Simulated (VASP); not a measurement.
# BN (Qingsongite): input slips in a relaxation and what they do

Aim: see how common mistakes in a VASP relaxation show up, on BN (Qingsongite). The starting structure is a measured crystal structure from the Crystallography Open Database. The first relaxation on each setting starts from this cell expanded by 3 % in volume.

Method: Kohn-Sham DFT with plane waves and PAW; PBEsol, in VASP 6.6.1.

**1. Set-up**

Symmetry: F-43m, No. 216, cubic system. Conventional cell: a = 3.615 Å, b = 3.615 Å, c = 3.615 Å, α = 90.00°, β = 90.00°, γ = 90.00°. Nearest to N lie 4 B at 1.57 Å. Nearest to B lie 4 N at 1.57 Å. Farther neighbours and most contacts between anions are not listed.

Coordinates:

```
N B
1.0
     0.00000    1.80750    1.80750
     1.80750    0.00000    1.80750
     1.80750    1.80750    0.00000
N B
1 1
Cartesian
  2.7113 2.7113 2.7113
  0.0000 0.0000 0.0000
```

**2. Reference relaxation**

This run starts from the cell of an earlier relaxation, which isn't shown; the restart sets up the plane waves anew.

INCAR

```
SYSTEM = BN
PREC = Accurate
ENCUT = 520
EDIFF = 1E-06
NELM = 100
ISMEAR = 0
SIGMA = 0.03
LREAL = .FALSE.
ALGO = Normal
GGA = PS
NBANDS = 10
LORBIT = 11
LWAVE = .FALSE.
LCHARG = .FALSE.
KPAR = 4
IBRION = 2
NSW = 50
ISIF = 3
EDIFFG = -0.006
```

POSCAR

```
BN
1.0
    0.0000000000      1.8038801229      1.8038801229
    1.8038801229      0.0000000000      1.8038801229
    1.8038801229      1.8038801229      0.0000000000
N B
1 1
Direct
    0.7500000000      0.7500000000      0.7500000000
    0.0000000000      0.0000000000      0.0000000000
```

KPOINTS

```
Automatic mesh
0
Gamma
10 10 10
0 0 0
```

PAW data sets: N and B (PBE family, release 64).

On the command line:

```
$ mpirun -np 4 vasp_std
```

The program printed:

```text
[banner, memory and clock lines left out]
running    4 mpi-ranks, on    1 nodes
 distrk:  each k-point on    1 cores,    4 groups
 distr:  one band on    1 cores,    1 groups

 POSCAR found type information on POSCAR N B
 POSCAR found :  2 types and       2 ions
|                                                                             |
|               ----> ADVICE to this user running VASP <----                  |
|                                                                             |
|     You enforced a specific xc type in the INCAR file but a different       |
|     [... a line on the potential file left out ...]
|     I HOPE YOU KNOW WHAT YOU ARE DOING!                                     |
|                                                                             |

 LDA part: xc-table for (Slater+PW92), standard interpolation
 POSCAR, INCAR and KPOINTS ok, starting setup
 FFT: planning ... GRIDC
 FFT: planning ... GRID_SOFT
 FFT: planning ... GRID
 WAVECAR not read
 entering main loop
       N       E                     dE             d eps       ncg     rms          rms(c)
DAV:   1     0.851966068169E+01    0.85197E+01   -0.49594E+03   980   0.793E+02
DAV:   2    -0.188347583891E+02   -0.27354E+02   -0.26165E+02  1110   0.169E+02
DAV:   3    -0.193008123989E+02   -0.46605E+00   -0.46536E+00  1088   0.194E+01
DAV:   4    -0.193013714615E+02   -0.55906E-03   -0.55905E-03  1026   0.739E-01
DAV:   5    -0.193013719937E+02   -0.53221E-06   -0.53194E-06  1090   0.232E-02    0.659E+00
DAV:   6    -0.184532255374E+02    0.84815E+00   -0.27556E+00  1000   0.103E+01    0.328E+00
DAV:   7    -0.183675472050E+02    0.85678E-01   -0.10164E-01  1008   0.271E+00    0.188E+00
DAV:   8    -0.183468929120E+02    0.20654E-01   -0.35221E-02  1054   0.137E+00    0.182E-01
DAV:   9    -0.183468958996E+02   -0.29876E-05   -0.79061E-04  1014   0.256E-01    0.771E-02
DAV:  10    -0.183469132221E+02   -0.17322E-04   -0.61573E-05  1034   0.732E-02    0.129E-02
DAV:  11    -0.183469150085E+02   -0.17864E-05   -0.49550E-06  1072   0.173E-02    0.820E-03
DAV:  12    -0.183469149876E+02    0.20858E-07   -0.12257E-06   536   0.789E-03
   1 F= -.18346915E+02 E0= -.18346915E+02  d E =-.183469E+02
 curvature:   0.00 expect dE= 0.000E+00 dE for cont linesearch  0.000E+00
 trial: gam= 0.00000 g(F)=  0.245E-50 g(S)=  0.856E-06 ort = 0.000E+00 (trialstep = 0.100E+01)
 search vector abs. value=  0.856E-06
 reached required accuracy - stopping structural energy minimisation
```

It took 4.2 s on 4 MPI ranks of Intel Xeon Platinum 8375C at 2.90GHz (Ice Lake), shared host; peak memory 0.46 GiB; 12 s of CPU time.

The logs omit lines about the potential files and the build; timing stands in the text.

OUTCAR, selected parts (step 2):

```text
ion  position               nearest neighbor table
   1  0.750  0.750  0.750-   2 1.56   2 1.56   2 1.56   2 1.56
   2  0.000  0.000  0.000-   1 1.56   1 1.56   1 1.56   1 1.56

  LATTYP: Found a face centered cubic cell.
 ALAT       =     3.6077602458

 Subroutine GETGRP returns: Found 24 space group operations
 (whereof 24 operations were pure point group operations)

The static configuration has the point symmetry T_d .

 Found     47 irreducible k-points:

   k-points           NKPTS =     47   k-points in BZ     NKDIM =     47   number of bands    NBANDS=     10

   dimension x,y,z NGX =    20 NGY =   20 NGZ =   20
   dimension x,y,z NGXF=    40 NGYF=   40 NGZF=   40

   ENCUT  =  520.0 eV  38.22 Ry    6.18 a.u.   4.74  4.74  4.74*2*pi/ulx,y,z

   NELECT =       8.0000    total number of electrons

 k-points in reciprocal lattice and weights: Automatic mesh
   0.00000000  0.00000000  0.00000000       0.001
   0.10000000  0.00000000  0.00000000       0.008
   0.20000000  0.00000000  0.00000000       0.008
   0.30000000  0.00000000  0.00000000       0.008
   0.40000000  0.00000000  0.00000000       0.008
   0.50000000  0.00000000  0.00000000       0.004
   0.10000000  0.10000000  0.00000000       0.006
   0.20000000  0.10000000  0.00000000       0.024
   0.30000000  0.10000000  0.00000000       0.024
[...]
-0.30000000  0.40000000  0.20000000       0.024
  -0.30000000  0.50000000  0.20000000       0.012

 average (electrostatic) potential at core
       1 -60.3281       2 -24.4096

 E-fermi :   7.6427

 k-point     1 :       0.0000    0.0000    0.0000
  band No.  band energies     occupation
      1     -12.8846      2.00000
      2       7.4371      2.00000
      3       7.4371      2.00000
      4       7.4371      2.00000
      5      16.2270      0.00000
      6      16.2270      0.00000
      7      16.2270      0.00000
      8      17.8018      0.00000
      9      32.0598      0.00000
    ...

 k-point     2 :       0.1000    0.0000    0.0000
  band No.  band energies     occupation
      1     -12.6389      2.00000
      2       6.1525      2.00000
      3       7.1793      2.00000
      4       7.1793      2.00000
      5      16.5017      0.00000
      6      16.6157      0.00000
      7      16.6157      0.00000
      8      18.6020      0.00000
      9      31.7107      0.00000
    ...

 k-point     3 :       0.2000    0.0000    0.0000
  band No.  band energies     occupation
      1     -11.9153      2.00000
      2       3.4089      2.00000
      3       6.6014      2.00000
      4       6.6014      2.00000
      5      16.8895      0.00000
      6      17.4151      0.00000
      7      17.4151      0.00000
      8      20.2490      0.00000
      9      31.0050      0.00000
    ...

  Total       -0.0034387     -0.0034387     -0.0034387      0.0000000     -0.0000000      0.0000000
  in kB       -0.4692997     -0.4692997     -0.4692997      0.0000000     -0.0000000      0.0000000
  external PRESSURE =      -0.4692997 kB  Pullay stress =       0.0000000 kB

  energy-cutoff  :      520.00
  volume of cell :       11.74
      direct lattice vectors                 reciprocal lattice vectors
     0.000000000  1.803880123  1.803880123    -0.277180281  0.277180281  0.277180281
     1.803880123  0.000000000  1.803880123     0.277180281 -0.277180281  0.277180281
     1.803880123  1.803880123  0.000000000     0.277180281  0.277180281 -0.277180281

 POSITION                                       TOTAL-FORCE (eV/Angst)
 -----------------------------------------------------------------------------------
      2.70582      2.70582      2.70582         0.000000      0.000000      0.000000
      0.00000      0.00000      0.00000        -0.000000     -0.000000     -0.000000
 -----------------------------------------------------------------------------------
    total drift:                               -0.000000     -0.000000     -0.000000

  FREE ENERGIE OF THE ION-ELECTRON SYSTEM (eV)
  ---------------------------------------------------
  free  energy   TOTEN  =       -18.3469149876 eV

  energy  without entropy=      -18.3469149876  energy(sigma->0) =      -18.34691499

 reached required accuracy - stopping structural energy minimisation

 total charge
# of ion       s       p       d       tot
------------------------------------------
    1        1.208   2.759   0.000   3.967
    2        0.677   1.368   0.000   2.045
--------------------------------------------------
tot          1.885   4.128   0.000   6.012

[... 3 further parts left out ...]
```

CONTCAR:

```
BN
   1.00000000000000
     0.0000000000000000    1.8038801229000001    1.8038801229000001
     1.8038801229000001    0.0000000000000000    1.8038801229000001
     1.8038801229000001    1.8038801229000001    0.0000000000000000
  N               B
     1     1
Direct
     0.7500000000000000    0.7500000000000000    0.7500000000000000
     0.0000000000000000    0.0000000000000000    0.0000000000000000
```

The PAW data sets were made with PBE, which is usual practice but a small mismatch for other functionals. The run keeps the 24 symmetry operations of its start, so it cannot find a distortion of lower symmetry.

The reference relaxation ends at 5.870 Å³ an atom. Pressures at 0.985 and 1.015 times this volume, from two more relaxations that aren't shown, give a bulk modulus of 387.3 GPa.

**3. Relaxation with low precision and a small cutoff**

A slip made on purpose: low precision and a small cutoff. Against step 2 the input has PREC = Low and ENCUT = 320 (also changed: NELM).

Edit INCAR of step 2 so:

```diff
@@ -1,6 +1,6 @@
 SYSTEM = BN
-PREC = Accurate
-ENCUT = 520
+PREC = Low
+ENCUT = 320
 EDIFF = 1E-06
-NELM = 100
+NELM = 60
 ISMEAR = 0
```

POSCAR

```
BN
1.0
    0.0000000000      1.8253972035      1.8253972035
    1.8253972035      0.0000000000      1.8253972035
    1.8253972035      1.8253972035      0.0000000000
N B
1 1
Direct
    0.7500000000      0.7500000000      0.7500000000
    0.0000000000      0.0000000000      0.0000000000
```

KPOINTS is that of step 2.

On the command line:

```
$ mpirun -np 4 vasp_std
```

The program printed:

```text
[banner, memory and clock lines left out]
running    4 mpi-ranks, on    1 nodes
[...]
[... a notice as in an earlier step ...]

 LDA part: xc-table for (Slater+PW92), standard interpolation
 POSCAR, INCAR and KPOINTS ok, starting setup
[...]
entering main loop
       N       E                     dE             d eps       ncg     rms          rms(c)
DAV:   1    -0.389687683789E+01   -0.38969E+01   -0.38905E+03  1016   0.544E+02
DAV:   2    -0.189695841895E+02   -0.15073E+02   -0.14677E+02  1100   0.107E+02
DAV:   3    -0.191296632986E+02   -0.16008E+00   -0.15999E+00  1094   0.959E+00
DAV:   4    -0.191297802466E+02   -0.11695E-03   -0.11695E-03  1010   0.316E-01
[...]
DAV:  10    -0.183149550792E+02   -0.19864E-04   -0.48255E-05  1050   0.603E-02    0.117E-02
DAV:  11    -0.183149571315E+02   -0.20523E-05   -0.43909E-06  1040   0.154E-02    0.730E-03
DAV:  12    -0.183149571009E+02    0.30520E-07   -0.10883E-06   518   0.629E-03
   1 F= -.18314957E+02 E0= -.18314957E+02  d E =-.183150E+02
[... from here on, the cycles between the ionic steps are left out ...]
   2 F= -.18077011E+02 E0= -.18077011E+02  d E =0.237946E+00
   3 F= -.18445139E+02 E0= -.18445139E+02  d E =-.130182E+00
   4 F= -.18445353E+02 E0= -.18445353E+02  d E =-.130395E+00
[...]
reached required accuracy - stopping structural energy minimisation
```

Elapsed: 2.4 s, on 4 MPI ranks; peak memory 0.36 GiB; 6.7 s of CPU time.

OUTCAR, selected parts (step 3):

```text
  Total       -0.0107219     -0.0107219     -0.0107219      0.0000000      0.0000000      0.0000000
  in kB       -1.5381814     -1.5381814     -1.5381814      0.0000000      0.0000000      0.0000000
  external PRESSURE =      -1.5381814 kB  Pullay stress =       0.0000000 kB

 POSITION                                       TOTAL-FORCE (eV/Angst)
 -----------------------------------------------------------------------------------
      2.66117      2.66117      2.66117         0.000000      0.000000      0.000000
      3.54823      1.77411      1.77411        -0.000000     -0.000000     -0.000000
 -----------------------------------------------------------------------------------
    total drift:                               -0.000022     -0.000022     -0.000071

  FREE ENERGIE OF THE ION-ELECTRON SYSTEM (eV)
  ---------------------------------------------------
  free  energy   TOTEN  =       -18.4453525477 eV

  energy  without entropy=      -18.4453525477  energy(sigma->0) =      -18.44535255

[... 2 parts as in an earlier step ...]

[... 2 further parts left out ...]
[key lines of the parts left out:]
E-fermi :   8.2470
```

With low precision and a small cutoff the cell ends at 5.584 Å³ an atom, -4.87 % from the reference.

**4. Relaxation with one electron too many**

A slip made on purpose: one electron too many. Against step 2 the input has NELECT = 9 (also changed: NELM).

Edit INCAR of step 3 so:

```diff
@@ -1,4 +1,4 @@
 SYSTEM = BN
-PREC = Low
-ENCUT = 320
+PREC = Accurate
+ENCUT = 520
 EDIFF = 1E-06
@@ -19 +19,2 @@
 EDIFFG = -0.006
+NELECT = 9
```

POSCAR is that of step 3.

KPOINTS is that of step 3.

On the command line:

```
$ mpirun -np 4 vasp_std
```

The program printed:

```text
[... set-up lines as in an earlier step ...]
 entering main loop
       N       E                     dE             d eps       ncg     rms          rms(c)
DAV:   1     0.264761693453E+02    0.26476E+02   -0.53897E+03   964   0.854E+02
DAV:   2    -0.495885223880E+01   -0.31435E+02   -0.30347E+02  1190   0.187E+02
DAV:   3    -0.556149335330E+01   -0.60264E+00   -0.59930E+00  1094   0.226E+01
DAV:   4    -0.556243456674E+01   -0.94121E-03   -0.94118E-03  1046   0.946E-01
DAV:   5    -0.556243554077E+01   -0.97403E-06   -0.97374E-06  1064   0.310E-02BRMIX: very serious problems
 the old and the new charge density differ
 old charge density:     8.00000 new    9.00000
BRMIX: very serious problems
 the old and the new charge density differ
 old charge density:     8.00000 new    9.00000
BRMIX: very serious problems
 the old and the new charge density differ
 old charge density:     8.00000 new    9.00000
BRMIX: very serious problems
 the old and the new charge density differ
 old charge density:     8.00000 new    9.00000
    0.770E+00
[...]
1 F= -.44505770E+01 E0= -.44504776E+01  d E =-.445058E+01
[... from here on, the cycles between the ionic steps are left out ...]
   2 F= -.86100092E+01 E0= -.86092458E+01  d E =-.415943E+01
   3 F= -.89072411E+01 E0= -.89064900E+01  d E =-.445666E+01
   4 F= -.89297122E+01 E0= -.89293676E+01  d E =-.447914E+01
   5 F= -.89287538E+01 E0= -.89283706E+01  d E =-.447818E+01
   6 F= -.89287863E+01 E0= -.89284037E+01  d E =-.325416E-04
   7 F= -.89288808E+01 E0= -.89285024E+01  d E =-.127038E-03
   8 F= -.89288815E+01 E0= -.89285030E+01  d E =-.658961E-06
   9 F= -.89288836E+01 E0= -.89285051E+01  d E =-.272366E-05
  10 F= -.89288877E+01 E0= -.89285094E+01  d E =-.686721E-05
  11 F= -.89288960E+01 E0= -.89285180E+01  d E =-.151371E-04
  12 F= -.89289124E+01 E0= -.89285350E+01  d E =-.315858E-04
  13 F= -.89289449E+01 E0= -.89285686E+01  d E =-.640922E-04
  14 F= -.89290077E+01 E0= -.89286343E+01  d E =-.126853E-03
  15 F= -.89291256E+01 E0= -.89287566E+01  d E =-.244749E-03
  16 F= -.89293313E+01 E0= -.89289698E+01  d E =-.450476E-03
  17 F= -.89296213E+01 E0= -.89292703E+01  d E =-.740441E-03
  18 F= -.89297149E+01 E0= -.89293706E+01  d E =-.834088E-03
  19 F= -.89297554E+01 E0= -.89294106E+01  d E =-.874551E-03
[...]
reached required accuracy - stopping structural energy minimisation
```

Run time: 21 s. Hardware: 4 MPI ranks; peak memory 0.52 GiB.

OUTCAR, selected parts (step 4):

```text
  Total       -0.0008571     -0.0008571     -0.0008571      0.0000000      0.0000000     -0.0000000
  in kB       -0.0555907     -0.0555907     -0.0555907      0.0000000      0.0000000     -0.0000000
  external PRESSURE =      -0.0555907 kB  Pullay stress =       0.0000000 kB

 POSITION                                       TOTAL-FORCE (eV/Angst)
 -----------------------------------------------------------------------------------
      3.46731      3.46731      3.46731         0.000000     -0.000000     -0.000000
      0.00000      0.00000      0.00000        -0.000000      0.000000      0.000000
 -----------------------------------------------------------------------------------
    total drift:                                0.000000      0.000000      0.000000

  FREE ENERGIE OF THE ION-ELECTRON SYSTEM (eV)
  ---------------------------------------------------
  free  energy   TOTEN  =        -8.9297553839 eV

  energy  without entropy=       -8.9290657885  energy(sigma->0) =       -8.92941059

[... 2 parts as in an earlier step ...]

[... 2 further parts left out ...]
[key lines of the parts left out:]
E-fermi :   4.6124
```

Logs of long relaxations may skip ionic steps without a mark.

With one electron too many the cell ends at 12.351 Å³ an atom, +110.42 % from the reference.

(Continued in part 2 of 2.)

[Lines on the potential files, build, host, timing and source positions are cut from VASP's logs without a mark.]

[Logs are printed without paths, hosts, clocks, repeated set-up lines and the standing remarks that a program may print on its own settings, such as how far it seeks lower states.]

[Hosts, paths, dates, database ids (printed as entryN), source tags and the programs' standing remarks are cut or masked in the printed files.]
